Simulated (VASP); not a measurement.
## VASP 6.6.1 run: BeTe

INCAR

```
GGA = PE
NELECT = 9
EDIFF = 1E-7
ISMEAR = -1
NBANDS = 11
PREC = Accurate
LWAVE = .FALSE.
NSW = 0
NELM = 120
LREAL = .FALSE.
IBRION = -1
SIGMA = 0.02
LCHARG = .FALSE.
LASPH = .TRUE.
ISIF = 2
ENCUT = 520
```

KPOINTS

```
KPOINTS created by Atomic Simulation Environment
0
Gamma
8 8 8
0 0 0
```

POSCAR

```
Be Te
 1.0000000000000000
     0.0000000000000000    2.8286236254544539    2.8286236254544539
     2.8286236254544539    0.0000000000000000    2.8286236254544539
     2.8286236254544539    2.8286236254544539    0.0000000000000000
 Be  Te
   1   1
Cartesian
  0.0000000000000000  0.0000000000000000 -0.0000000000000000
  1.4143118127272269  1.4143118127272269  1.4143118127272269
```

The recommended PBE PAW datasets give the neutral cell 8 valence electrons.

Command

```
mpirun -np 1 vasp_std
```

Task: How does this run end, and what does it give?

Result: It converged. Results: pressure 36.6 GPa.

OSZICAR

```
N       E                     dE             d eps       ncg     rms          rms(c)
DAV:   1     0.308161133923E+02    0.30816E+02   -0.34257E+03   638   0.619E+02
DAV:   2     0.126788944231E+01   -0.29548E+02   -0.28505E+02   847   0.103E+02
DAV:   3    -0.681278967311E-01   -0.13360E+01   -0.13288E+01   818   0.230E+01
DAV:   4    -0.834240582692E-01   -0.15296E-01   -0.15293E-01   764   0.281E+00
DAV:   5    -0.837344591729E-01   -0.31040E-03   -0.31040E-03   818   0.400E-01    0.101E+01
DAV:   6     0.396489237153E-01    0.12338E+00   -0.51616E-01   707   0.337E+00    0.508E+00
DAV:   7     0.846094296886E-01    0.44961E-01   -0.16160E-01   863   0.189E+00    0.122E+00
DAV:   8     0.857937633439E-01    0.11843E-02   -0.51801E-03   718   0.478E-01    0.480E-01
DAV:   9     0.860222999823E-01    0.22854E-03   -0.14988E-03   787   0.194E-01    0.649E-02
DAV:  10     0.860710145789E-01    0.48715E-04   -0.10026E-04   718   0.582E-02    0.231E-02
DAV:  11     0.860809071278E-01    0.98925E-05   -0.21449E-05   774   0.236E-02    0.894E-03
DAV:  12     0.860812836414E-01    0.37651E-06   -0.62024E-07   749   0.508E-03    0.822E-03
DAV:  13     0.860814336271E-01    0.14999E-06   -0.59197E-07   689   0.365E-03    0.253E-03
DAV:  14     0.860813921160E-01   -0.41511E-07   -0.13232E-08   358   0.725E-04
   1 F= 0.86081392E-01 E0= 0.87448211E-01  d E =-.273364E-02
```

Standard output (part)

```
POSCAR found type information on POSCAR BeTe
 POSCAR found :  2 types and       2 ions
 LDA part: xc-table for (Slater+PW92), standard interpolation
 POSCAR, INCAR and KPOINTS ok, starting setup
 WAVECAR not read
 entering main loop
 the old and the new charge density differ
    0.101E+01
```

The cell is charged and sits in a uniform background.

For comparison, a separate PBE run of the intended cell, on usual settings and not on those above, gives a gap of 2.01 eV on its mesh and a pressure of 0.3 GPa.
